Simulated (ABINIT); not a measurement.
A calculation with ABINIT 10.8.3 (patched build) of PtSe2 (Sudovikovite) (native input, structure from a POSCAR):

run.abi

```
# Pseudopotentials
pp_dirpath "./"
pseudos "Pt.GGA_PBE-JTH.xml, Se.GGA_PBE-JTH.xml"

# Structure
structure "poscar:POSCAR"
natom 3

# Plane-wave basis
ecut 16.0
pawecutdg 32.0

# k points
kptopt 1
ngkpt 8 8 5
nshiftk 1
shiftk 0.0 0.0 0.0

# Exchange and correlation
ixc 11

# Bands and occupations
nband 15
occopt 3
tsmear 0.05 eV

# SCF cycle
nstep 100
tolvrs 1.0e-9

# Output
iomode 3
prtwf 0
prteig 0
prtebands 0
enunit 1
prtden 1
prtvha 1
prtvclmb 1
prtpot 1
```

File POSCAR:

```
PtSe2
1.0
    3.7240000000      0.0000000000      0.0000000000
   -1.8620000000      3.2250786037      0.0000000000
    0.0000000000      0.0000000000      5.0620000000
Pt Se
1 2
Direct
    0.0000000000      0.0000000000      0.0000000000  Pt
    0.6666666667      0.3333333333      0.7500000000  Se
    0.3333333333      0.6666666667      0.2500000000  Se
```

Potentials or basis: JTH PAW PBE v2.0.

Run with:

```console
$ abinit run.abi > log 2>&1
```

Problem. Write the same calculation in another form: ASE script, Cartesian positions.

Solution. As run:

File run.py:

```python
import json, os
import numpy as np
from ase.units import GPa
from ase.calculators.abinit import Abinit, AbinitProfile
from ase.io import read

atoms = read('PtSe2.xyz')

profile = AbinitProfile(command='abinit', pp_paths=[os.path.abspath('pseudos')])
params = dict(
    pps='pawxml', xc='PBE',
    ecut=435.3822,
    pawecutdg=870.7644,
    kptopt=1,
    ngkpt=[8, 8, 5],
    nshiftk=1,
    shiftk=[0.0, 0.0, 0.0],
    ixc=11,
    nband=15,
    occopt=3,
    tsmear=0.05,
    nstep=100,
    tolvrs=1e-09,
    prtwf=0,
    prtden=0,
)

atoms.calc = Abinit(profile=profile, directory='run', **params)
energy = atoms.get_potential_energy()
forces = atoms.get_forces()
stress = atoms.get_stress()
print(f'energy {energy:.6f} eV')
print('forces (eV/A)')
print(np.round(forces, 5))
print('stress (GPa, Voigt, tension positive)', np.round(stress / GPa, 4))
json.dump(dict(energy=energy, forces=forces.tolist(), stress=stress.tolist(), cell=atoms.cell.tolist(), frac=atoms.get_scaled_positions(wrap=False).tolist()), open('results.json', 'w'))
```

PtSe2.xyz

```xyz
3
Lattice="3.7240000000 0.0000000000 0.0000000000 -1.8620000000 3.2250786037 0.0000000000 0.0000000000 0.0000000000 5.0620000000" Properties=species:S:1:pos:R:3 pbc="T T T"
Pt     0.0000000000      0.0000000000      0.0000000000
Se     1.8620000002      1.0750262011      3.7965000000
Se    -0.0000000002      2.1500524026      1.2655000000
```

Potentials or basis: JTH PAW PBE v2.0.

Launch:

```console
$ python run.py
```

Both were run:

|  | native input, structure from a POSCAR | ASE script, Cartesian positions |
| --- | --- | --- |
| Pressure | 7.9 GPa | 7.9 GPa |
| Largest force | 0.694 eV/Å | 0.694 eV/Å |
| Band gap on the k mesh | none (metal or under the smearing width) | none (metal or under the smearing width) |

Keys that steer only the numerical path or the files written may differ.

Caveat: the atomic spheres overlap.
